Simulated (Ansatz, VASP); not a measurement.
ZrB2 in VASP and in Ansatz

```
Zr B
1.0
     3.04625    0.00342    0.01095
    -1.52016    2.64001   -0.01918
     0.01218   -0.01760    3.38335
Zr B
1 2
Direct
  0.00523 0.94555 0.97233
  0.32914 0.70702 0.51169
  0.66563 0.34743 0.51598
```

Change from the starting cell: all atoms moved at random, cell strained at random.

Alike in both runs: task single point; functional PBEsol; k mesh 14 × 14 × 12; occupations gaussian, width 0.1 eV; no spin polarisation.

|  | VASP | Ansatz |
| --- | --- | --- |
| version | VASP 6.6.1 | Ansatz 0.2.0 |
| potentials or method | VASP PAW PBE potentials, release 64 (Zr_sv, B) | scalar-relativistic, plane waves, PAW |
| plane-wave cutoff (eV) | 520 | 420 |
| valence electrons in the cell | 18 | 18 |

```csv
,VASP,Ansatz,Ansatz less VASP
gap on the k mesh at the Fermi level (eV),none,none,-
pressure (GPa),43.2,42.7,-0.52
largest component of the traceless stress (GPa),14.25,14.20,-0.054
rms of the force components (eV/Å),2.625,2.613,-0.0115
```

Atom by atom the forces differ by 0.012 eV/Å (rms over components). A gap of «none» marks a metal or a gap that the smearing closes.

Caveats: so large a pressure means that the cell lies far from this level's equilibrium, or that cutoff or potentials fall short (VASP); the potentials were made for another functional, which shifts forces and pressure (VASP).
